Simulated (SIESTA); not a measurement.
## WS2 in SIESTA: the effect of functional

Crystal: WS2.

```
W S
1.0
     1.57900    0.91164    6.16333
    -1.57900    0.91164    6.16333
     0.00000   -1.82327    6.16333
W S
1 2
Direct
  0.00000 0.00000 0.00000
  0.58100 0.58100 0.58100
  0.75030 0.75030 0.75030
```

Measurements of this composition are mostly on another form, of space group No. 194.

Alike in all runs:

* Program: SIESTA 5.4.2
* Task: band structure
* Basis: DZP (energy shift 0.003 Ry; two zetas on semicore shells)
* Grid cutoff: 800 Ry
* Energy shift: 0.003 Ry
* k mesh: 10 × 10 × 10
* Occupations: fermi-dirac, width 0.05 eV
* Spin: no spin polarisation

**Question.** One run gave: gap on the mesh 1.15 eV; pressure 15.5 GPa; largest force 1.37 eV/Å. Which functional did it use?
A. AM05
B. vdW-DF-cx
C. BLYP

**Answer.** C.

| functional | potentials or basis | gap on the mesh (eV) | pressure (GPa) | largest force (eV/Å) |
| --- | --- | --- | --- | --- |
| AM05 | PseudoDojo 0.4 standard (PBEsol files) | 1.12 | 2.1 | 0.63 |
| BLYP | PseudoDojo 0.4 standard (PBE files) | 1.15 | 15.5 | 1.37 |
| vdW-DF-cx | PseudoDojo 0.4 standard (PBE files) | 1.11 | 4.3 | 0.97 |

Caveats: short orbitals over semicore shells can move pressures by several GPa; the potentials were made for another functional, which shifts forces and pressure; spin-orbit coupling is left out, which moves the levels of the heavy elements; the basis of atomic orbitals isn't converged, which shifts pressures, moduli and gaps.

A k mesh can miss the band edges.
